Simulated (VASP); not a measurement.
# ZnSe (Stilleite) (F-43m) in VASP: further runs, part 2 of 2

VASP 6.6.1.

### Step 3. Relaxation of the atoms, PBE

Contents of INCAR:

```
SYSTEM = ZnSe
  ALGO = Normal
  EDIFF = 1E-7
  EDIFFG = -0.01
  ENCUT = 600
  GGA = PE
  IBRION = 2
  ISIF = 2
  ISMEAR = 0
  LASPH = .True.
  LCHARG = .False.
  LREAL = .False.
  LWAVE = .False.
  NELM = 80
  NSW = 40
  PREC = Accurate
  SIGMA = 0.03
```

Contents of KPOINTS:

```
k-points
0
Gamma
  8 8 8
  0 0 0
```

Contents of POSCAR:

```
ZnSe                                    
1.0
    0.0000000000      2.8694707347      2.8694707347
    2.8694707347      0.0000000000      2.8694707347
    2.8694707347      2.8694707347      0.0000000000
  Zn              Se            
     1     1
Direct
     1.0000000000000000    1.0000000000000000    1.0000000000000000
     0.2500000000000000    0.2500000000000000    0.2500000000000000
```

Potentials or basis: VASP PAW PBE potentials, release 64 (Zn, Se).

The run is started by

```console
> cat potpaw_PBE.64/Zn/POTCAR potpaw_PBE.64/Se/POTCAR > POTCAR
> mpirun -np 1 vasp_std > vasp.out
```

OUTCAR:

```text
SYSTEM = ZnSe
   EDIFF = 1E-7
   EDIFFG = -0.01
   ENCUT = 600
   GGA = PE
   IBRION = 2
   ISIF = 2
   ISMEAR = 0
   LASPH = .True.
   LREAL = .False.
   NELM = 80
   NSW = 40
   PREC = Accurate

 ion  position               nearest neighbor table
   1  0.000  0.000  0.000-   2 2.49   2 2.49   2 2.49   2 2.49
   2  0.250  0.250  0.250-   1 2.49   1 2.49   1 2.49   1 2.49

  LATTYP: Found a face centered cubic cell.
 ALAT       =     5.7389414694

  Lattice vectors:

 A1 = (   0.0000000000,   2.8694707347,   2.8694707347)
 A2 = (   2.8694707347,   0.0000000000,   2.8694707347)
 A3 = (   2.8694707347,   2.8694707347,   0.0000000000)

Analysis of symmetry for initial positions (statically):
=====================================================================
 Subroutine PRICEL returns:
 Original cell was already a primitive cell.

 Routine SETGRP: Setting up the symmetry group for a
 face centered cubic supercell.

 Subroutine GETGRP returns: Found 24 space group operations
 (whereof 24 operations were pure point group operations)
 out of a pool of 48 trial point group operations.

The static configuration has the point symmetry T_d .

Analysis of symmetry for dynamics (positions and initial velocities):
=====================================================================
 Subroutine PRICEL returns:
 Original cell was already a primitive cell.

 Routine SETGRP: Setting up the symmetry group for a
 face centered cubic supercell.

 Subroutine GETGRP returns: Found 24 space group operations
 (whereof 24 operations were pure point group operations)
 out of a pool of 48 trial point group operations.

The dynamic configuration has the point symmetry T_d .

 Subroutine INISYM returns: Found 24 space group operations
 (whereof 24 operations are pure point group operations),
 and found     1 'primitive' translations

----------------------------------------------------------------------------------------

                                     Primitive cell

  volume of cell :      47.2537
[... 115 lines left out ...]
   LHFCALC =     F    Hartree Fock is set to
   AEXX    =    0.0000 exact exchange contribution
   IVDW    =     0    specifies the selected vdW correction
   LEPSILON=     F    determine dielectric tensor
   LRPA    =     F    only Hartree local field effects (RPA)
 conjugate gradient relaxation of ions
 non-spin polarized calculation
 Gauss-broadening in eV      SIGMA  =   0.03
  energy-cutoff  :      600.00
  volume of cell :       47.25
 maximum number of plane-waves:      1604
   NGX = 17   NGY = 17   NGZ = 17

 number of electron      18.0000015 magnetization

 Free energy of the ion-electron system (eV)
  ---------------------------------------------------
  ext. energy  EPLUGINS =         0.00000000
  ---------------------------------------------------
  free energy    TOTEN  =        -6.03235600 eV

  energy without entropy =       -6.03235600  energy(sigma->0) =       -6.03235600

 E-fermi :   1.4368     XC(G=0):  -9.1513

 val. band max:        1.2984739842   @ k =   0.0000   0.0000   0.0000
 cond. band min:       2.4395275030   @ k =   0.0000   0.0000   0.0000
 fundamental gap:      1.1410535189
 Fermi energy:         1.4368392167

 k-point     1 :       0.0000    0.0000    0.0000
  band No.  band energies     occupation
      1     -11.7270      2.00000
      2      -5.1188      2.00000
      3      -5.1188      2.00000
      4      -5.1188      2.00000
      5      -4.7823      2.00000
      6      -4.7823      2.00000
      7       1.2985      2.00000
      8       1.2985      2.00000
      9       1.2985      2.00000
     10       2.4395      0.00000
     11       7.1088      0.00000
     12       7.1088      0.00000
     13       7.1088      0.00000
[... 354 lines left out ...]
  band No.  band energies     occupation
      1     -10.8796      2.00000
      2      -5.0210      2.00000
      3      -4.9894      2.00000
      4      -4.8088      2.00000
      5      -4.7753      2.00000
      6      -4.5901      2.00000
      7      -3.3876      2.00000
      8      -0.9836      2.00000
      9      -0.0743      2.00000
     10       5.4145      0.00000
     11       6.8747      0.00000
     12       8.6105      0.00000
     13       9.8471      0.00000

 [... further k-points ...]
[... 5 lines left out ...]
  --------------------------------------------------------------------------------------
  -------------------------------------------------------------------------------------
  Total        0.0045157      0.0045157      0.0045157      0.0000000     -0.0000000      0.0000000
  in kB        0.1531085      0.1531085      0.1531085      0.0000000     -0.0000000      0.0000000
  external PRESSURE =       0.1531085 kB  Pullay stress =       0.0000000 kB

 VOLUME and BASIS-vectors are now :
 -----------------------------------------------------------------------------
  energy-cutoff  :      600.00
  volume of cell :       47.25
      direct lattice vectors                 reciprocal lattice vectors
     0.000000000  2.869470735  2.869470735    -0.174248162  0.174248162  0.174248162
     2.869470735  0.000000000  2.869470735     0.174248162 -0.174248162  0.174248162
     2.869470735  2.869470735  0.000000000     0.174248162  0.174248162 -0.174248162

 POSITION                                       TOTAL-FORCE (eV/Angst)
 -----------------------------------------------------------------------------------
      0.00000      0.00000      0.00000         0.000000      0.000000      0.000000
      1.43474      1.43474      1.43474        -0.000000     -0.000000     -0.000000
 -----------------------------------------------------------------------------------
    total drift:                                0.000000      0.000000      0.000000

  FREE ENERGIE OF THE ION-ELECTRON SYSTEM (eV)
  ---------------------------------------------------
  free  energy   TOTEN  =        -6.0323560017 eV

  energy  without entropy=       -6.0323560017  energy(sigma->0) =       -6.03235600

 reached required accuracy - stopping structural energy minimisation
```

OSZICAR:

```text
N       E                     dE             d eps       ncg     rms          rms(c)
DAV:   1     0.930480138554E+02    0.93048E+02   -0.97679E+03   754   0.172E+03
DAV:   2     0.349979011601E+00   -0.92698E+02   -0.88821E+02   789   0.294E+02
DAV:   3    -0.624734774097E+01   -0.65973E+01   -0.65618E+01   924   0.756E+01
DAV:   4    -0.632207690581E+01   -0.74729E-01   -0.74705E-01   814   0.841E+00
DAV:   5    -0.632249370486E+01   -0.41680E-03   -0.41679E-03   919   0.614E-01    0.444E+00
DAV:   6    -0.604874034165E+01    0.27375E+00   -0.69479E-01  1064   0.286E+01    0.342E+00
DAV:   7    -0.603192064468E+01    0.16820E-01   -0.18522E-01   839   0.434E+00    0.145E+00
DAV:   8    -0.603197306669E+01   -0.52422E-04   -0.42785E-03   877   0.648E-01    0.447E-01
DAV:   9    -0.603225198543E+01   -0.27892E-03   -0.10497E-03   874   0.296E-01    0.693E-02
DAV:  10    -0.603233807825E+01   -0.86093E-04   -0.13170E-04   842   0.124E-01    0.160E-02
DAV:  11    -0.603235463508E+01   -0.16557E-04   -0.30700E-05   852   0.656E-02    0.532E-03
DAV:  12    -0.603235594551E+01   -0.13104E-05   -0.38184E-06   879   0.209E-02    0.383E-03
DAV:  13    -0.603235600173E+01   -0.56220E-07   -0.70423E-07   819   0.886E-03
   1 F= -.60323560E+01 E0= -.60323560E+01  d E =-.603236E+01
```

Wall time 15 s (1 thread of Intel Xeon Platinum 8259CL at 2.50GHz (Skylake/Cascade Lake), shared host); peak memory 0.18 GiB.

What came out:

```
Free energy             : -6.0324 eV
Pressure after relaxing : 0.0 GPa
Band gap on the k mesh  : 1.14 eV, direct
```

Final structure:
```cif
data_structure
_symmetry_space_group_name_H-M 'P 1'
_symmetry_Int_Tables_number 1
_cell_length_a 4.0580
_cell_length_b 4.0580
_cell_length_c 4.0580
_cell_angle_alpha 60.000
_cell_angle_beta 60.000
_cell_angle_gamma 60.000
_cell_volume 47.25
loop_
_atom_site_label
_atom_site_type_symbol
_atom_site_fract_x
_atom_site_fract_y
_atom_site_fract_z
_atom_site_occupancy
Zn1 Zn 0.00000 0.00000 0.00000 1
Se1 Se 0.25000 0.25000 0.25000 1
```

Levels at points of the mesh, in eV from the valence-band top:
| k point | band 7 | band 8 | band 9 | band 10 | band 11 | band 12 |
| --- | --- | --- | --- | --- | --- | --- |
| (0.00, 0.00, 0.00) | 0.00 | 0.00 | 0.00 | 1.14 | 5.81 | 5.81 |
| (0.50, 0.00, 0.00) | -4.99 | -0.81 | -0.81 | 2.48 | 6.39 | 6.39 |
| (0.50, 0.50, 0.00) | -4.59 | -2.05 | -2.05 | 3.07 | 3.46 | 10.47 |

Caveat: the relaxation stopped at its first step, so nothing moved.

### Step 4. Relaxation of the atoms, PBE (a relaxed cell with its volume scaled by 1.02)

INCAR is that of step 3.

KPOINTS is that of step 3.

Contents of POSCAR:

```
ZnSe                                    
1.0
    0.0000000000      2.8884744059      2.8884744059
    2.8884744059      0.0000000000      2.8884744059
    2.8884744059      2.8884744059      0.0000000000
  Zn              Se            
     1     1
Direct
     1.0000000000000000    1.0000000000000000    1.0000000000000000
     0.2500000000000000    0.2500000000000000    0.2500000000000000
```

The run is started by

```console
> cat potpaw_PBE.64/Zn/POTCAR potpaw_PBE.64/Se/POTCAR > POTCAR
> mpirun -np 1 vasp_std > vasp.out
```

It took 25 s on 1 thread of Intel Xeon Platinum 8259CL at 2.50GHz (Skylake/Cascade Lake), shared host; peak memory 0.2 GiB.

It converged, with:

| Property | Result |
| --- | --- |
| Free energy | -6.0292 eV |
| Pressure after relaxing | -1.1 GPa |
| Band gap on the k mesh | 1.06 eV, direct |

Final structure:
```
Zn Se
1.0
     0.00000    2.88847    2.88847
     2.88847    0.00000    2.88847
     2.88847    2.88847    0.00000
Zn Se
1 1
Direct
  0.00000 0.00000 0.00000
  0.25000 0.25000 0.25000
```

Levels at points of the mesh, in eV from the valence-band top:
```csv
k point,band 6,band 7,band 8,band 9,band 10,band 11,band 12,band 13
"(0.00, 0.00, 0.00)",-6.03,0.00,0.00,0.00,1.06,5.81,5.81,5.81
"(0.50, 0.00, 0.00)",-5.90,-4.87,-0.79,-0.79,2.44,6.39,6.39,8.40
"(0.50, 0.50, 0.00)",-5.88,-4.51,-1.99,-1.99,3.11,3.45,10.33,10.86
```

Caveat: the relaxation stopped at its first step, so nothing moved.

### Step 5. Summary

```tsv
cell	gap on the mesh (eV)	pressure (GPa)
atoms relaxed from: a relaxed cell with its volume scaled by 0.98	1.22	1.2
atoms relaxed	1.14	0.0
atoms relaxed from: a relaxed cell with its volume scaled by 1.02	1.06	-1.1
```

Alike in all rows: task relaxation of the atoms; level PBE; potentials or basis VASP PAW PBE potentials, release 64 (Zn, Se); no spin polarisation; k mesh 8 × 8 × 8; cutoff (eV) 600; smearing gaussian 0.03 eV.

Caveats: the relaxation stopped at its first step, so nothing moved.

Absolute energies hang on the potentials; compare differences alone.

### Step 6. How close it comes

Step 3. Measured gap of ZnSe: 2.695 eV (an exciton energy, a little under the gap; 300 K; “Alloy Disordering Effects on the Thermal Conductivity and Energy Gap Temperature Dependence of Cd1−xZnxSe Ternary Crystals Grown by the Bridgman Method”, 2023, pmc:10253836). This calculation gives 1.14 eV (-1.55 eV). So large a miss can be the level of theory's own, or it may mean another phase, state or a wrong row. Spin-orbit coupling on Se is left out. The value is that of PBE, without temperature or zero-point motion. Semilocal functionals fall short of measured gaps as a rule.
